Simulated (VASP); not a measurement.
Here is a VASP 6.6.1 calculation.

The input INCAR:

```
PREC = Accurate
ENCUT = 600
EDIFF = 1E-6
ISMEAR = 0
SIGMA = 0.03
LREAL = False
LASPH = True
NELM = 80
ALGO = Normal
ISIF = 3
LWAVE = False
LCHARG = False
GGA = PE
IBRION = 2
NSW = 90
EDIFFG = -0.01
```

KPOINTS

```
Automatic mesh
0
Gamma
  8 8 4
```

File POSCAR:

```
Cl
1.0
    3.1450000000     -2.2500000000      0.0000000000
    3.1450000000      2.2500000000      0.0000000000
    0.0000000000      0.0000000000      8.2100000000
Cl
4
Direct
    0.8700000000      0.1300000000      0.1000000000
    0.6300000000      0.3700000000      0.6000000000
    0.1300000000      0.8700000000      0.9000000000
    0.3700000000      0.6300000000      0.4000000000
```

Potentials or basis: VASP PAW PBE potentials, release 64 (Cl).

Launch:

```console
$ cat potpaw_PBE.64/Cl/POTCAR > POTCAR
$ mpirun -np 1 vasp_std > vasp.out
```

(1) Predict the space group after relaxing (to 0.05 Å).

(2) What does it give for the relaxed cell?

(3) What does it give for the band gap on the k mesh?

(4) Estimate the relaxed volume.

Results:

(1) Cmce (No. 64).

(2) a = 4.462 Å, b = 4.462 Å, c = 8.388 Å, α = 90.00°, β = 90.00°, γ = 57.56°.

(3) 2.40 eV, direct.

(4) 35.23 Å³/atom.

Caveat: the volume moved by over 15 % at a fixed basis, so the end points are rough; the volume moved by +21 % from the deposited cell, more than functionals usually miss.
